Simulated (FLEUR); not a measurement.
# Fe (c factor at fixed volume 1.03 on the database's cell): anisotropy by force theorems

Wanted: anisotropy for Fe (c factor at fixed volume 1.03 on the database's cell), with the cost of each step.

Program: FLEUR MaX-R8.1. Level of theory: PBE; all-electron FLAPW, Dirac cores, scalar-relativistic bands. Results are calculated unless marked as measured.

Most raw output is cut from this account.

The database entry behind the starting cell differs from later determinations by our own check (an axis about 0.7 % long against later determinations), so it need not match the best structure at ambient conditions.

### Step 1. Starting point

Symmetry: I4/mmm, No. 139, tetragonal system. Conventional cell: a = 2.844 Å, b = 2.844 Å, c = 2.973 Å, α = 90.00°, β = 90.00°, γ = 90.00°. Fe has 8 Fe at 2.50 Å nearest.

Coordinates:

```cif
data_structure
_symmetry_space_group_name_H-M 'I4/mmm'
_symmetry_Int_Tables_number 139
_cell_length_a 2.8437
_cell_length_b 2.8437
_cell_length_c 2.9726
_cell_angle_alpha 90.000
_cell_angle_beta 90.000
_cell_angle_gamma 90.000
_cell_volume 24.04
loop_
_atom_site_label
_atom_site_type_symbol
_atom_site_symmetry_multiplicity
_atom_site_Wyckoff_symbol
_atom_site_fract_x
_atom_site_fract_y
_atom_site_fract_z
_atom_site_occupancy
Fe1 Fe 2 a 0.00000 0.00000 0.00000 1
```

The cell is strained on purpose: c factor at fixed volume 1.03 on the database's cell.

### Step 2. Self-consistent state

The force theorems are single passes in this state's potential, so it has to be converged first.

No symmetry is used, so that later steps may turn the spins freely; k and −k are joined. inpgen writes inp.xml from crystal.txt; cutoffs, mixing, functional, smearing and local orbitals are then set in the file. The k list scf (kpts.xml, not shown) is a Γ-centred 14×14×14 mesh; where the ranks do not divide the number of points, some are split in two of half the weight.

inp.xml reads:

```
<?xml version="1.0" encoding="UTF-8" standalone="no"?>
<fleurInput fleurInputVersion="0.39">
   <comment>
      Fe
   </comment>
   <calculationSetup>
      <cutoffs Kmax="3.6" Gmax="10.8" GmaxXC="10.8" numbands="0"/>
      <scfLoop itmax="110" minDistance="0.00002" maxIterBroyd="15" imix="Anderson" alpha="0.05" precondParam="0.0" spinf="2.0" sdNocoIR="T"/>
      <coreElectrons ctail="F" frcor="F" kcrel="0" coretail_lmax="0"/>
      <xcFunctional name="pbe" relativisticCorrections="F"/>
      <magnetism jspins="2" l_noco="F" l_ss="F">
         <qss>0.0 0.0 0.0</qss>
         <mtNocoParams l_mperp="F" l_mtNocoPot="F" l_relaxSQA="F" mag_mixing_scheme="0" mix_RelaxWeightOffD="1.0" l_constrained="F" mix_constr="1.0"/>
         <sourceFreeMag l_sourceFree="F" l_scaleMag="F" mag_scale="1.0"/>
      </magnetism>
      <soc l_soc="F" theta="0.0" phi="0.0" spav="F"/>
      <expertModes spex="0" secvar="F"/>
      <geometryOptimization l_f="F" forcealpha="1.0" forcemix="BFGS" epsdisp="0.00001" epsforce="0.00001"/>
      <ldaU l_linMix="F" mixParam="0.05" spinf="1.0"/>
   </calculationSetup>
   <cell>
      <bzIntegration valenceElectrons="16.0" mode="hist" fermiSmearingEnergy="0.00183747">
         <kPointListSelection listName="scf"/>
         <xi:include xmlns:xi="http://www.w3.org/2001/XInclude" href="kpts.xml"> </xi:include>
      </bzIntegration>
      <xi:include xmlns:xi="http://www.w3.org/2001/XInclude" href="sym.xml"> </xi:include>
      <bulkLattice scale="1.0">
         <bravaisMatrix>
            <row-1>   -2.6868695791989365     2.6868695791989365     2.8086810417317336</row-1>
            <row-2>    2.6868695791989365    -2.6868695791989365     2.8086810417317336</row-2>
            <row-3>    2.6868695791989365     2.6868695791989365    -2.8086810417317336</row-3>
         </bravaisMatrix>
      </bulkLattice>
   </cell>
   <atomSpecies>
      <species name="Iron (Fe) 2.800" element="Fe" atomicNumber="26">
         <mtSphere radius="2.3" gridPoints="761" logIncrement="0.016"/>
         <atomicCutoffs lmax="8" lnonsphr="6"/>
         <electronConfig flipSpins="F">
            <coreConfig>(1s1/2) (2s1/2) (2p1/2) (2p3/2)</coreConfig>
            <valenceConfig>(3s1/2) (3p1/2) (3p3/2) (4s1/2) (3d3/2) (3d5/2)</valenceConfig>
            <stateOccupation state="(3d3/2)" spinUp="1.4" spinDown="1.0"/>
            <stateOccupation state="(3d5/2)" spinUp="3.0" spinDown="0.6"/>
         </electronConfig>
         <energyParameters s="4" p="4" d="3" f="4"/>
         <lo type="SCLO" l="0" n="3" eDeriv="0"/>
         <lo type="SCLO" l="1" n="3" eDeriv="0"/>
      </species>
   </atomSpecies>
   <atomGroups>
      <atomGroup species="Iron (Fe) 2.800">
         <relPos label="                   1">.0000000000 .0000000000 .0000000000</relPos>
         <force calculate="T" relaxXYZ="TTT"/>
         <nocoParams  alpha="0.0" beta="0.0"/>
      </atomGroup>
   </atomGroups>
   <output dos="F" band="F" slice="F">
      <bandDOS minEnergy="-.5*Htr" maxEnergy="0.5*Htr" sigma="0.015" storeEVData="T"/>
      <plotting iplot="0" polar="F">
         <plot TwoD="T" vec1="  1.0  0.0  0.0" vec2="  0.0  1.0  0.0" vec3="  0.0  0.0  1.0" zero="  0.0  0.0  0.0" file="plot"/>
      </plotting>
      <moessbauerParams electricFieldGradient="F" isomerShift="F" coreHyperfine="F" valenceHyperfine="F"/>
   </output>
</fleurInput>
```

crystal.txt reads:

```
Fe
&input film=F cartesian=F /
-1.42183015000  1.42183015000  1.48629000000
1.42183015000  -1.42183015000  1.48629000000
1.42183015000  1.42183015000  -1.48629000000
1.8897261246
1.0 1.0 1.0

1
26 0.00000000000  0.00000000000  0.00000000000 : 2.800

&kpt div1=14 div2=14 div3=14 gamma=T /
```

Launch:

```sh
> OMP_NUM_THREADS=1 inpgen -f crystal.txt -nosym -noco > inpgen.log  # inp.xml is then edited as shown
> OMP_NUM_THREADS=1 mpirun -n 4 fleur_MPI > fleur.log
```

The job ended after 98 s (4 MPI ranks of Arm Neoverse V1, shared host; peak memory 0.34 GiB).

Read from the output:

```yaml
free_energy: -34634.7242 eV
program_s_band_gap_on_this_mesh_in_a_metal_only_a_level_spacing: 1.00e-10 eV
magnetization: 2.292 μB
final_state: ferromagnetic
largest_moment: 2.352 μB
```

After 25 cycles the largest moment stands at 2.35 μB.

### Step 3. Anisotropy by the force theorem, rung 1

Anisotropy is a small difference, so it is taken from sums over occupied states at a frozen potential, where most errors cancel.

One pass with spin–orbit coupling for each direction, from the saved density. Inversion lets half of the mesh serve, which the program's warning doesn't know. The k list mae (kpts.xml, not shown) is a Γ-centred 19×19×19 mesh.

inp.xml: that of step 2 with these lines changed.

```diff
@@ -6,4 +6,4 @@
    <calculationSetup>
-      <cutoffs Kmax="3.6" Gmax="10.8" GmaxXC="10.8" numbands="0"/>
-      <scfLoop itmax="110" minDistance="0.00002" maxIterBroyd="15" imix="Anderson" alpha="0.05" precondParam="0.0" spinf="2.0" sdNocoIR="T"/>
+      <cutoffs Kmax="3.6" Gmax="10.8" GmaxXC="10.8" numbands="36"/>
+      <scfLoop itmax="1" minDistance="0.00002" maxIterBroyd="15" imix="Anderson" alpha="0.05" precondParam="0.0" spinf="2.0" sdNocoIR="T"/>
       <coreElectrons ctail="F" frcor="F" kcrel="0" coretail_lmax="0"/>
@@ -15,3 +15,3 @@
       </magnetism>
-      <soc l_soc="F" theta="0.0" phi="0.0" spav="F"/>
+      <soc l_soc="T" theta="0.0" phi="0.0" spav="F"/>
       <expertModes spex="0" secvar="F"/>
@@ -22,3 +22,3 @@
       <bzIntegration valenceElectrons="16.0" mode="hist" fermiSmearingEnergy="0.00183747">
-         <kPointListSelection listName="scf"/>
+         <kPointListSelection listName="mae"/>
          <xi:include xmlns:xi="http://www.w3.org/2001/XInclude" href="kpts.xml"> </xi:include>
@@ -63,2 +63,5 @@
    </output>
+   <forceTheorem>
+      <MAE theta="0.0 1.5707963 1.5707963 0.7853982" phi="0.0 0.0 0.7853982 0.0"/>
+   </forceTheorem>
 </fleurInput>
```

Launch:

```sh
> OMP_NUM_THREADS=1 mpirun -n 4 fleur_MPI -warn_only > fleur.log
```

It took 47 s on 4 MPI ranks; peak memory 0.86 GiB.

Anisotropy energies, by row:

```
                              axis       x       y       z  band energy less the first axis' (meV a cell)
                             [001]       0       0       1                                              0
                             [100]       1       0       0                                       -0.03867
                             [110]  0.7071  0.7071       0                                       -0.03815
45 degrees from [001] toward [100]  0.7071       0  0.7071                                        -0.0185
```

Indices are those of the standard conventional cell; x, y, z give the same directions in the axes of the input.

### Step 4. Energy against the direction of the moments, rung 2

A second rung shows how far the first can be trusted.

The k list mae (kpts.xml, not shown) is a Γ-centred 28×28×28 mesh.

inp.xml is that of step 3.

Wall time 2.5 min (4 MPI ranks); peak memory 2.4 GiB; 9.8 min of CPU time.

Anisotropy energies, by row:

```
                              axis       x       y       z  band energy less the first axis' (meV a cell)
                             [001]       0       0       1                                              0
                             [100]       1       0       0                                       -0.03788
                             [110]  0.7071  0.7071       0                                        -0.0372
45 degrees from [001] toward [100]  0.7071       0  0.7071                                       -0.01831
```

### Step 5. Spin–orbit coupling, moments along [001]

Spin–orbit coupling ties the spins to the lattice and lets orbital moments form.

A new self-consistent run of the start ferro +, with the moments along z. The k list default-1 (kpts.xml, not shown) is a Γ-centred 28×28×28 mesh.

inp.xml: that of step 2 with these lines changed.

```diff
@@ -6,12 +6,8 @@
    <calculationSetup>
-      <cutoffs Kmax="3.6" Gmax="10.8" GmaxXC="10.8" numbands="0"/>
+      <cutoffs Kmax="3.6" Gmax="10.8" GmaxXC="10.8" numbands="36"/>
       <scfLoop itmax="110" minDistance="0.00002" maxIterBroyd="15" imix="Anderson" alpha="0.05" precondParam="0.0" spinf="2.0" sdNocoIR="T"/>
-      <coreElectrons ctail="F" frcor="F" kcrel="0" coretail_lmax="0"/>
+      <coreElectrons ctail="T" frcor="F" kcrel="0" coretail_lmax="0"/>
       <xcFunctional name="pbe" relativisticCorrections="F"/>
-      <magnetism jspins="2" l_noco="F" l_ss="F">
-         <qss>0.0 0.0 0.0</qss>
-         <mtNocoParams l_mperp="F" l_mtNocoPot="F" l_relaxSQA="F" mag_mixing_scheme="0" mix_RelaxWeightOffD="1.0" l_constrained="F" mix_constr="1.0"/>
-         <sourceFreeMag l_sourceFree="F" l_scaleMag="F" mag_scale="1.0"/>
-      </magnetism>
-      <soc l_soc="F" theta="0.0" phi="0.0" spav="F"/>
+      <magnetism jspins="2"/>
+      <soc l_soc="T" theta="0.0" phi="0.0" spav="F"/>
       <expertModes spex="0" secvar="F"/>
@@ -22,3 +18,3 @@
       <bzIntegration valenceElectrons="16.0" mode="hist" fermiSmearingEnergy="0.00183747">
-         <kPointListSelection listName="scf"/>
+         <kPointListSelection listName="default-1"/>
          <xi:include xmlns:xi="http://www.w3.org/2001/XInclude" href="kpts.xml"> </xi:include>
@@ -53,3 +49,2 @@
          <force calculate="T" relaxXYZ="TTT"/>
-         <nocoParams  alpha="0.0" beta="0.0"/>
       </atomGroup>
```

crystal.txt: that of step 2 with these lines changed.

```diff
@@ -11,2 +11,3 @@
 
-&kpt div1=14 div2=14 div3=14 gamma=T /
+&soc 0.0000000 0.0000000 /
+&kpt div1=28 div2=28 div3=28 gamma=T /
```

Launch:

```sh
> OMP_NUM_THREADS=1 inpgen -f crystal.txt > inpgen.log  # inp.xml is then edited as shown
> OMP_NUM_THREADS=1 mpirun -n 4 fleur_MPI > fleur.log
```

Run time: 4.5 min. Hardware: 4 MPI ranks; peak memory 0.74 GiB.

Read from the output:

- free energy: -34634.7403 eV
- program's band gap on this mesh (in a metal only a level spacing): 0 eV
- magnetization: 2.284 μB
- final state: ferromagnetic
- largest moment: 2.347 μB
- orbital moment along the spin: 0.04665 μB

Orbital moment in the sphere, along the spin axis by atom:

```csv
atom,"orbital moment in the sphere, along the spin axis (μB)"
Fe1,0.0466
```

### Step 6. Results

| Quantity | Value |
| --- | --- |
| reference state | ferromagnetic |
| largest sphere moment | 2.35 μB |
| easy direction of those tried | the plane normal to [001] |
| energy along [100] less [001], force theorem | -0.0379 meV a primitive cell |
| orbital moment on the atom of largest spin, along its spin (spin–orbit run) | 0.0466 μB |

In words: By the force theorem the moments prefer the plane normal to [001], with no direction in it resolved; shape anisotropy is not in it. The difference for the second direction goes from -0.039 meV (mesh 19×19×19, 36 states, 3.1 min of CPU time) to -0.038 meV (mesh 28×28×28, 36 states, 9.8 min). On the atom of largest spin the orbital moment is almost quenched. The state was typed, and no other order was converged beside it, so it need not be the ground state.

[Logs and program files are shortened in this print: banners, set-up blocks, solver, clock and traceback lines can be left out without a mark of their own.]

[Logs are printed without paths, hosts, clocks, repeated set-up lines and the standing remarks that a program may print on its own settings, such as how far it seeks lower states.]

[Hosts, paths, dates, database ids (printed as entryN), source tags and the programs' standing remarks are cut or masked in the printed files.]

[Where a cell is said to come from a database of computed structures, the database is the Materials Project.]
